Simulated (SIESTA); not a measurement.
**PbSe (Clausthalite) under changes of volume**

One of the cells (28.671 Å³/atom); the others are scaled copies at fixed shape and fractional positions:

```
CELL_PARAMETERS angstrom
0.00000 3.06065 3.06065
3.06065 0.00000 3.06065
3.06065 3.06065 0.00000
ATOMIC_POSITIONS crystal
Pb 0.00000 0.00000 0.00000
Se 0.50000 0.50000 0.50000
```

| Quantity | Value |
| --- | --- |
| Program | SIESTA 5.4.2 |
| Functional | LDA |
| Potentials or basis | PseudoDojo 0.4 standard (LDA files) |
| Basis | DZP (energy shift 0.003 Ry; two zetas on semicore shells) |
| Grid cutoff | 500 Ry |
| Energy shift | 0.003 Ry |
| k mesh | 8 × 8 × 8 |
| Occupations | fermi-dirac, width 0.05 eV |
| Spin | no spin polarisation |

```tsv
volume (Å³/atom)	energy over the lowest point (meV/atom)	pressure (GPa)	gap on the mesh (eV)
26.951	?	?	?
27.524	3.83	1.7	0.14
28.097	0.00	0.5	0.21
28.671	0.46	-0.7	0.28
29.244	4.88	-1.7	0.34
29.818	12.73	-2.6	0.40
30.391	23.63	-3.5	0.45
```

Q: What does the run at 26.951 Å³/atom give?

A: Energy over the lowest point 12.35 meV/atom; pressure 3.1 GPa; gap on the mesh 0.06 eV.

Worked out: A Birch-Murnaghan fit of order 3 (a polynomial in V^(-2/3)) to the other rows has its minimum at 28.31 Å³/atom with B0 = V·E''(V) = 58 GPa and B' = 4.8. It gives 12.59 meV/atom at 26.951 Å³/atom, against the run's 12.35, and -dE/dV = 3.2 GPa, against 3.1.

Energies are extrapolated to zero smearing.

Caveats: spin-orbit coupling is left out, which as a rule narrows the gap of such compounds by several tenths of an eV; the basis of atomic orbitals isn't converged, which shifts pressures, moduli and gaps.

A mesh can miss the band edges.
